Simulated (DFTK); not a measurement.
# Nb (Im-3m) in DFTK: a series of runs

Runs on Nb. Level: PBE. Tasks: relaxation of cell and atoms.

All numbers are computed with DFTK 0.8.2; they aren't measurements. Logs are shortened: lines on timing, memory, paths and dates and some standing lists are left out, and cuts for length are marked.

### Step 1. The crystal as given

It takes space group Im-3m (No. 229, cubic). The conventional cell has a = 3.328 Å, b = 3.328 Å, c = 3.328 Å, α = 90.00°, β = 90.00°, γ = 90.00°. Nb (site symmetry m-3m) has 8 Nb at 2.88 Å as nearest neighbours.

### Step 2. Relaxation of cell and atoms, PBE

Input file run.jl:

```julia
using DFTK
using PseudoPotentialData
using Unitful, UnitfulAtomic
using LinearAlgebra, Printf
include("save.jl")
disable_threading()

# lattice vectors are the columns
lattice = austrip(1u"Å") * [      -1.66395        1.66395        1.66395;
                  1.66395       -1.66395        1.66395;
                  1.66395        1.66395       -1.66395]
symbols   = [:Nb]
positions = [[0.0, 0.0, 0.0]]
pseudopotentials = PseudoFamily("dojo.nc.sr.pbe.v0_4_1.standard.upf")
elements = Dict(s => ElementPsp(s, pseudopotentials) for s in unique(symbols))
atoms    = [elements[s] for s in symbols]

build_model(lattice, positions; symmetries=true) =
    model_DFT(lattice, atoms, positions;
              functionals=PBE(),
              temperature=austrip(0.05u"eV"),
              smearing=Smearing.FermiDirac(),
              kinetic_blowup=BlowupCHV(),
              symmetries)
Ecut  = 47.0  # hartree
kgrid = [8, 8, 8]
tol   = 1e-6
to_GPa = ustrip(uconvert(u"GPa", 1u"hartree/bohr^3"))

model0 = build_model(lattice, positions)
model  = model0
basis0 = PlaneWaveBasis(model; Ecut, kgrid)
display(basis0)
results["steps"] = []
previous = Ref{Any}(nothing)
n = 1
w = 3sqrt(n)  # weight of the strain variables
unpack(x) = (DFTK.voigt_strain_to_full(x[3n+1:end] / w) * lattice, [lattice \ x[3i-2:3i] for i in 1:n])

function energy_gradient(x)
    cell, pos = unpack(x)
    model = build_model(cell, pos; symmetries=model0.symmetries)
    basis = PlaneWaveBasis(model; Ecut, kgrid, basis0.fft_size)
    ρ0 = isnothing(previous[]) ? guess_density(basis) : previous[].ρ * previous[].basis.dvol / basis.dvol
    scfres = self_consistent_field(basis;
                                   tol,
                                   ρ=ρ0,
                                   nbandsalg=AdaptiveBands(model; n_bands_converge=11),
                                   callback=identity)
    previous[] = scfres
    forces = compute_forces_cart(scfres)
    G = -vcat([lattice' \ (cell' * f) for f in forces]...)
    stress = compute_stresses_cart(scfres)
    σ = stress / DFTK.voigt_strain_to_full(x[3n+1:end] / w)'
    G = vcat(G, model.unit_cell_volume * DFTK.full_stress_to_voigt((σ + σ') / 2) / w)
    @printf "step %3d  F = %.8f Ha  max force = %.5f eV/Å  p = %8.4f GPa  V = %.4f Å^3  SCF %d\n" length(results["steps"]) scfres.energies.total ustrip(auconvert(u"eV/Å", maximum(norm, forces))) (-tr(stress) / 3 * to_GPa) ustrip(auconvert(u"Å^3", model.unit_cell_volume)) scfres.n_iter
    push!(results["steps"], Dict("total" => scfres.energies.total, "cell" => rows(eachcol(cell)), "frac" => rows(pos), "forces" => rows(forces), "n_iter" => scfres.n_iter, "stress" => rows(eachrow(stress))))
    scfres.energies.total, G
end

x0 = vcat([lattice * p for p in positions]..., zeros(6))
gtol = 2e-4
function bfgs(x; maxsteps, maxmove=0.3)
    H = Matrix(0.3I, length(x), length(x))  # start Hessian, hartree/bohr^2
    _, g = energy_gradient(x)
    for step in 1:maxsteps
        maximum(abs, g) < gtol && return x, true
        λ, V = eigen(Symmetric(H))
        dx = -V * ((V' * g) ./ abs.(λ))
        dx *= min(1, maxmove / maximum(abs, dx))
        x += dx
        _, gnew = energy_gradient(x)
        dg, Hdx = gnew - g, H * dx
        H += dg * dg' / dot(dg, dx) - Hdx * Hdx' / dot(dx, Hdx)
        g = gnew
    end
    x, maximum(abs, g) < gtol
end
x, relaxed = bfgs(x0; maxsteps=30)
println(relaxed ? "Gradient converged" : "Stopped without reaching the gradient tolerance")
scfres = previous[]
cell, pos = unpack(x)
println("Final lattice vectors (Å)")
display(round.(ustrip.(auconvert.(u"Å", cell')); digits=6))
println("Final reduced positions")
foreach((s, p) -> println(s, "  ", round.(p; digits=6)), symbols, pos)
results["relaxed"] = relaxed
display(scfres.energies)
@printf "Fermi level: %.6f eV\n" ustrip(auconvert(u"eV", something(scfres.εF, NaN)))
forces = compute_forces_cart(scfres)
println("Forces (eV/Å)")
for (s, f) in zip(symbols, forces)
    @printf "%-3s %12.6f %12.6f %12.6f\n" s ustrip.(auconvert.(u"eV/Å", f))...
end
stress = compute_stresses_cart(scfres)
println("Stress (GPa)")
display(round.(stress * to_GPa; digits=4))
println("Levels at the first k-point (eV): ", round.(ustrip.(auconvert.(u"eV", scfres.eigenvalues[1][1:scfres.n_bands_converge])); digits=4))
save_scf!(scfres; forces, stress)
```

Potentials or basis: dojo.nc.sr.pbe.v0_4_1.standard.upf (PBE).

Started as:

```
$ julia --threads=1 run.jl  # save.jl only writes the numbers to a file and isn't shown; printed stress counts tension as positive; times include loading and compiling
```

What it wrote:

```text
PlaneWaveBasis discretization:

    Ecut                 : 47.0 Ha
    fft_size             : (36, 36, 36), 46656 total points
    kgrid                : MonkhorstPack([8, 8, 8])
    num.   red. kpoints  : 512
    num. irred. kpoints  : 29

    Discretized Model(gga_x_pbe+gga_c_pbe, 3D):
        lattice (in Bohr)    : [-3.14441  , 3.14441   , 3.14441   ]
                               [3.14441   , -3.14441  , 3.14441   ]
                               [3.14441   , 3.14441   , -3.14441  ]
        unit cell volume     : 124.36 Bohr³

        atoms                : Nb
        pseudopot. family    : PseudoFamily("dojo.nc.sr.pbe.v0_4_1.standard.upf")

        num. electrons       : 13
        spin polarization    : none
        temperature          : 0.0018375 Ha
        smearing             : DFTK.Smearing.FermiDirac()

        terms                : Kinetic(, blowup=BlowupCHV())
                               AtomicLocal()
                               AtomicNonlocal()
                               Ewald(nothing)
                               PspCorrection()
                               Hartree()
                               Xc(gga_x_pbe, gga_c_pbe)
                               Entropy()
step   0  F = -62.28703995 Ha  max force = 0.00000 eV/Å  p =  -2.1766 GPa  V = 18.4281 Å^3  SCF 9
step   1  F = -62.28709623 Ha  max force = 0.00000 eV/Å  p =  -0.4227 GPa  V = 18.2404 Å^3  SCF 7
step   2  F = -62.28709834 Ha  max force = 0.00000 eV/Å  p =   0.0080 GPa  V = 18.1957 Å^3  SCF 7
Gradient converged
Final lattice vectors (Å)
3×3 Matrix{Float64}:
 -1.65692   1.65692   1.65692
  1.65692  -1.65692   1.65692
  1.65692   1.65692  -1.65692
Final reduced positions
Nb  [-0.0, -0.0, -0.0]
Energy breakdown (in Ha):
    Kinetic             18.1554154
    AtomicLocal         -35.2010646
    AtomicNonlocal      7.7605803
    Ewald               -49.1060343
    PspCorrection       1.6627144
    Hartree             7.5035812
    Xc                  -13.0618764
    Entropy             -0.0004142

    total               -62.287098344807
Fermi level: 14.169044 eV
Forces (eV/Å)
Nb      0.000000     0.000000     0.000000
Stress (GPa)
3×3 StaticArraysCore.SMatrix{3, 3, Float64, 9} with indices SOneTo(3)×SOneTo(3):
 -0.008   0.0     0.0
  0.0    -0.008   0.0
  0.0     0.0    -0.008
Levels at the first k-point (eV): [-40.093, -15.4281, -15.4281, -15.4281, 8.4012, 14.6484, 14.6484, 14.6484, 17.5212, 17.5212, 28.5639]
```

Run time: 5 min. Hardware: 1 thread of AMD EPYC, shared host; peak memory 1.6 GiB.

What came out:

```yaml
Free_energy: -1694.9183 eV
Relaxed_volume: 18.20 Å³/atom
Relaxed_cell: a = 2.870 Å, b = 2.870 Å, c = 2.870 Å, α = 109.47°, β = 109.47°, γ = 109.47°
Space_group_after_relaxing_to_0.05_Å: Im-3m (No. 229)
Energy_gained_by_relaxing: 1.6 meV/atom
Ionic_steps: 3
Pressure_after_relaxing: 0.0 GPa
Band_gap_on_the_k_mesh: none (metal or under the smearing width)
```

Step by step:
```
step  energy change (eV)  largest force (eV/Å)  pressure (GPa)  volume (Å³)
   1              0.0000                0.0000           -2.18        18.43
   2             -0.0015                0.0000           -0.42        18.24
   3             -0.0016                0.0000            0.01        18.20
```

Final structure:
```cif
data_structure
_symmetry_space_group_name_H-M 'P 1'
_symmetry_Int_Tables_number 1
_cell_length_a 2.8699
_cell_length_b 2.8699
_cell_length_c 2.8699
_cell_angle_alpha 109.471
_cell_angle_beta 109.471
_cell_angle_gamma 109.471
_cell_volume 18.20
loop_
_atom_site_label
_atom_site_type_symbol
_atom_site_fract_x
_atom_site_fract_y
_atom_site_fract_z
_atom_site_occupancy
Nb1 Nb 0.00000 0.00000 0.00000 1
```

### Step 3. Relaxation of cell and atoms, PBE, target pressure 5 GPa, at which the enthalpy is minimised

Changes to run.jl since step 2:

```diff
@@ -37,2 +37,3 @@
 w = 3sqrt(n)  # weight of the strain variables
+pressure = 5.0 / to_GPa  # target
 unpack(x) = (DFTK.voigt_strain_to_full(x[3n+1:end] / w) * lattice, [lattice \ x[3i-2:3i] for i in 1:n])
@@ -53,3 +54,3 @@
     stress = compute_stresses_cart(scfres)
-    σ = stress / DFTK.voigt_strain_to_full(x[3n+1:end] / w)'
+    σ = (stress + pressure * I) / DFTK.voigt_strain_to_full(x[3n+1:end] / w)'
     G = vcat(G, model.unit_cell_volume * DFTK.full_stress_to_voigt((σ + σ') / 2) / w)
@@ -57,3 +58,3 @@
     push!(results["steps"], Dict("total" => scfres.energies.total, "cell" => rows(eachcol(cell)), "frac" => rows(pos), "forces" => rows(forces), "n_iter" => scfres.n_iter, "stress" => rows(eachrow(stress))))
-    scfres.energies.total, G
+    scfres.energies.total + pressure * model.unit_cell_volume, G
 end
```

Potentials or basis: dojo.nc.sr.pbe.v0_4_1.standard.upf (PBE).

Started as:

```
$ julia --threads=1 run.jl  # save.jl only writes the numbers to a file and isn't shown; printed stress counts tension as positive; times include loading and compiling
```

Run time: 5.6 min. Hardware: 1 thread of AMD EPYC, shared host; peak memory 1.6 GiB.

Results (log left out):

```
Free energy                            : -1694.9107 eV
Relaxed volume                         : 17.71 Å³/atom
Relaxed cell                           : a = 2.844 Å, b = 2.844 Å, c = 2.844 Å, α = 109.47°, β = 109.47°, γ = 109.47°
Space group after relaxing (to 0.05 Å) : Im-3m (No. 229)
Pressure after relaxing                : 5.1 GPa
Band gap on the k mesh                 : none (metal or under the smearing width)
```

The path:
| step | energy change (eV) | largest force (eV/Å) | pressure (GPa) | volume (Å³) |
| --- | --- | --- | --- | --- |
| 1 | 0.0000 | 0.0000 | -2.18 | 18.43 |
| 2 | 0.0030 | 0.0000 | 3.90 | 17.81 |
| 3 | 0.0060 | 0.0000 | 5.06 | 17.71 |

Final structure:
```yaml
crystal:
  lattice:
    - [-1.64196, 1.64196, 1.64196]
    - [1.64196, -1.64196, 1.64196]
    - [1.64196, 1.64196, -1.64196]
  atoms:
    - { symbol: Nb, position: [0.00000, 0.00000, 0.00000] }
```

Levels at points of the mesh, in eV from the Fermi level:
| k point | band 4 | band 5 | band 6 | band 7 | band 8 | band 9 |
| --- | --- | --- | --- | --- | --- | --- |
| (0.00, 0.00, 0.00) | -29.50 | -5.81 | 0.48 | 0.48 | 0.48 | 3.44 |
| (-0.50, 0.00, 0.00) | -29.51 | -3.66 | -1.59 | 2.51 | 3.48 | 4.18 |
| (-0.50, -0.50, -0.50) | -30.48 | -3.70 | -3.70 | 5.83 | 5.83 | 5.83 |
